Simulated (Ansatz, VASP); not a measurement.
**Pt: VASP beside Ansatz**

Contents of INCAR:

```
SYSTEM = Pt
ALGO     = Fast           ! electronic algorithm
EDIFF    = 1E-6           ! SCF threshold, eV
ENCUT    = 520            ! plane-wave cutoff, eV
GGA      = CA             ! functional
ISIF     = 2              ! what is computed and relaxed
ISMEAR   = 0              ! smearing method
LASPH    = .True.         ! aspherical terms in the spheres
LCHARG   = .False.        ! write CHGCAR
LREAL    = .False.        ! projectors in reciprocal space
LWAVE    = .False.        ! write WAVECAR
NBANDS   = 11             ! bands
NELM     = 100            ! most SCF steps
PREC     = Accurate       ! precision mode
SIGMA    = 0.15           ! smearing width, eV
```

KPOINTS

```
k-points
0
Gamma
  20 20 20
  0 0 0
```

File POSCAR:

```
Pt
1.0
   -0.0587370000      1.9579000000      1.9579000000
    1.9579000000     -0.0587370000      1.9579000000
    1.8991630000      1.8991630000      0.0000000000
Pt
1
Direct
    0.0000000000      0.0000000000      0.0000000000
```

Input for Ansatz:

```yaml
crystal:
  lattice:
    - [-0.058737, 1.9579, 1.9579]
    - [1.9579, -0.058737, 1.9579]
    - [1.899163, 1.899163, 0.0]
  atoms:
    - { symbol: Pt, position: [0.0, 0.0, 0.0] }
basis:
  ecutwfc: 420
kpoints:
  mp_grid: { grid: [20, 20, 20] }
hamiltonian:
  xc: lda
scf:
  occupations: { method: gaussian, width: 0.15 }
output:
  forces: true
  stress: true
  eigenvalues: true
```

Change from the starting cell: strain -0.0600 x Voigt [0, 0, 0, 0, 0, 1], atoms carried along.

Alike in both runs: task single point; functional LDA; k mesh 20 × 20 × 20; occupations gaussian, width 0.15 eV; no spin polarisation.

|  | VASP | Ansatz |
| --- | --- | --- |
| version | VASP 6.6.1 | Ansatz 0.2.0 |
| potentials or method | VASP PAW LDA potentials, release 64 (Pt) | scalar-relativistic, plane waves, PAW |
| plane-wave cutoff (eV) | 520 | 420 |
| valence electrons in the cell | 10 | 18 |

Ansatz gave:

- gap on the k mesh at the Fermi level (eV): none
- pressure (GPa): -3.8
- largest component of the traceless stress (GPa): 4.87

**Question.** What did VASP give for the same quantities?

**Answer.** gap on the k mesh at the Fermi level (eV): none; pressure (GPa): -3.1; largest component of the traceless stress (GPa): 5.05.

A gap of «none» marks a metal or a gap that the smearing closes. The two sets of potentials don't hold the same shells in valence.

Spin-orbit coupling is left out, which matters for the levels of Pt.
